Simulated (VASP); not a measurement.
Write the native input for VASP 6.6.1 that does the following.

```yaml
Task: single point
Functional: PBEsol
Potentials_or_basis: VASP PAW PBE potentials, release 64 (W_sv, C)
Cutoff: 520 eV
k_mesh: 18 × 18 × 18
Occupations: gaussian, width 0.15 eV
Spin: no spin polarisation
Dipole_correction: no
Further_INCAR_settings: ALGO = Fast; EDIFF = 1e-07; NBANDS = 16
```

The structure of WC lies in POSCAR:

```
WC
1.0
    0.0000000000      2.1926840000      2.1926840000
    2.1926840000      0.0000000000      2.1926840000
    2.1926840000      2.1926840000      0.0000000000
W C
1 1
Direct
    0.0228031034      0.0228031034     -0.0228031034
    0.5000000000      0.5000000000      0.5000000000
```

Measurements of this composition are mostly on another form, of space group No. 187.

The cell isn't the ideal one: all W atoms moved -0.100 Å, as atom 1 towards its neighbour atom 2 (C) at 2.193 Å.

One way to write it, as run:

INCAR

```
SYSTEM = WC
PREC = Accurate
ENCUT = 520
EDIFF = 1E-7
ISMEAR = 0
SIGMA = 0.15
LREAL = .FALSE.
LASPH = .TRUE.
NELM = 60
ALGO = Fast
ISIF = 2
LWAVE = .FALSE.
LCHARG = .FALSE.
GGA = PS
NBANDS = 16
```

KPOINTS

```
Automatic mesh
0
G
  18 18 18
  0 0 0
```

Potentials or basis: VASP PAW PBE potentials, release 64 (W_sv, C).

Command:

```console
$ cat potpaw_PBE.64/W_sv/POTCAR potpaw_PBE.64/C/POTCAR > POTCAR
$ mpirun -np 1 vasp_std > vasp.out
```

Results of the run:

```yaml
Pressure: -7.5 GPa
Largest_force: 0.687 eV/Å
Band_gap_on_the_k_mesh: none (metal or under the smearing width)
```

Caveat: the PAW data sets were made with another functional, which shifts forces and pressure a little.

Wall time 77 s on 1 thread of Intel(R) Xeon(R) Platinum 8559C (Emerald Rapids), on a shared host, peak memory 0.27 GiB.
